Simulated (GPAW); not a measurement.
Runs of GPAW 26.7.0 on Fe. Symmetry: Im-3m, No. 229, cubic system. Conventional cell: a = 2.886 Å, b = 2.886 Å, c = 2.886 Å, α = 90.00°, β = 90.00°, γ = 90.00°. Around Fe (site symmetry m-3m) lie 8 Fe at 2.50 Å. 

```tsv
task	level	potentials or basis	U	cell	k mesh	cutoff (eV)	maxiter	ranks	optimizer	fmax	max steps	grid spacing	mesh quality	gap on the mesh (eV)	pressure (GPa)	moment (μB)
single point	HSE06	GPAW PAW data sets (gpaw-data 1.2.1), pw	-	as given	6 × 6 × 6	500	60	4	-	-	-	-	coarse	none	-	(a)
relaxation of cell and atoms	PBEsol	PAW data sets generated in the run's folder for this functional, pw	-	relaxed to 5 GPa	13 × 13 × 13	600	150	-	BFGS	0.02 eV/Å	60	-	not flagged	none	4.8	2.04
band structure	LDA+U	the program's PAW data sets (release 1.2.1) made for this functional, pw	Fe d U = 5.3 eV	as given	10 × 10 × 10	600	150	-	-	-	-	-	not flagged	-	9.3	3.16
band structure	vdW-DF	GPAW PAW data sets (gpaw-data 1.2.1), pw	-	as given	10 × 10 × 10	600	150	-	-	-	-	-	not flagged	-	-	(b)
relaxation of cell and atoms	PBEsol	PAW data sets generated in the run's folder for this functional, pw	-	relaxed	13 × 13 × 13	600	150	-	BFGS	0.02 eV/Å	60	-	not flagged	none	-0.2	2.07
relaxation of cell and atoms	PBEsol	PAW data sets generated in the run's folder for this functional, pw	-	relaxed to 30 GPa	13 × 13 × 13	600	150	-	BFGS	0.02 eV/Å	60	-	not flagged	none	29.9	1.97
```

Alike in all rows: spin collinear, ferromagnetic start; smearing fermi-dirac 0.05 eV.

Task: Estimate the missing entries.

Result: (a) 2.73; (b) 2.17.

Caveats: some runs use coarse meshes; each step starts from the last one's moments, so a moment once lost doesn't come back (some runs); later steps reuse the first step's grids (some runs); the PAW data sets were made with another functional, which shifts forces and pressure a little (some runs); the U is typed as a test and isn't derived for this compound (some runs).

A gap of «none» marks a metal or a gap under the smearing width.
